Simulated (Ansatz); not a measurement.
Input and output of a field-response calculation (clamped ions) on ZnO built on the rocksalt prototype (Ansatz, r2SCAN). The cell was relaxed beforehand with r2SCAN.

Input (YAML):
```yaml
crystal:
  lattice:
    - [0.0, 2.1337703972, 2.1337703972]
    - [2.1337703972, 0.0, 2.1337703972]
    - [2.1337703972, 2.1337703972, 0.0]
  atoms:
    - { symbol: Zn, position: [0.0, 0.0, 0.0] }
    - { symbol: O, position: [0.5, 0.5, 0.5] }
kpoints:
  mp_grid: { grid: [8, 8, 8] }
hamiltonian:
  xc: r2scan
scf:
  occupations: { method: fixed }
dielectric: {}
```

Command: `ansatz run input.yaml --threads 2 --pin off --max-ram 2211MiB --backend cpu --events-out ev --progress --plain --runs-dir out`.

What the program printed (shortened):
```
Pseudopotential: Zn, paw, valence charge 12, recommended cutoff 500 eV (meta_gga)
Pseudopotential: O, paw, valence charge 6, recommended cutoff 500 eV (meta_gga)
Functional definition: r2SCAN
Crystal: 2 atoms, lattice volume = 19.430 Å³
Basis set: ecut = 500 eV, 531 PW (Γ)
Bands: 13, of which v1, the nominal top of the filled ones, is band 9 counted from 1 (8 counted from 0)
Symmetry: 48 space group operations
k-points: 59 of 512 (irreducible under 8 space group operations, time reversal used)
SCF iter   1: HF=-3894.710150 eV  Δρ=2.36e-2  dr2=5.23e-2
SCF iter   2: HF=-3894.721810 eV  Δρ=4.44e-3  dr2=2.57e-3
SCF iter   3: HF=-3894.720302 eV  Δρ=4.76e-3  dr2=1.61e-3
SCF iter   4: HF=-3894.720393 eV  Δρ=2.20e-3  dr2=8.19e-4
SCF iter   5: HF=-3894.720204 eV  Δρ=1.38e-4  dr2=1.39e-6
SCF iter   6: HF=-3894.720205 eV  Δρ=3.94e-5  dr2=1.37e-7
SCF iter   7: HF=-3894.720205 eV  Δρ=1.79e-6  dr2=2.32e-10
SCF iter   8: HF=-3894.720205 eV  Δρ=2.43e-7  dr2=4.54e-12
SCF 1 converged in 8 iterations: F = -3894.720205 eV  dr2 = 4.54e-12
SCF 1 converged in 3 iterations: F = -3894.721880 eV  dr2 = 9.73e-8
SCF converged after 8 iterations
Free energy (F): -3894.720205 eV
Fermi energy:    9.814006 eV
--- Dielectric response (ions clamped): 3 representative field directions + reference, inside a basis on a mesh of 512 k-points ---
  ε∞ (high-frequency dielectric tensor):
        4.765983     0.000000     0.000000
        0.000000     4.765983     0.000000
        0.000000     0.000000     4.765983
  Born effective charges Z* (e; rows j = field, columns β = displacement):
    site 0:
         2.39985    0.00000    0.00000
         0.00000    2.39985    0.00000
         0.00000    0.00000    2.39985
    site 1:
        -2.39985    0.00000    0.00000
         0.00000   -2.39985    0.00000
         0.00000    0.00000   -2.39985
  ε∞ is read to err by 1.3e-2, Z* by 1.2e-2 e
```

ε∞: 4.77 in all directions. Born charges, averaged over directions: Zn +2.40, O -2.40 e.

The calculation is spin-unpolarised, and the structure need not be a phase that has been made.
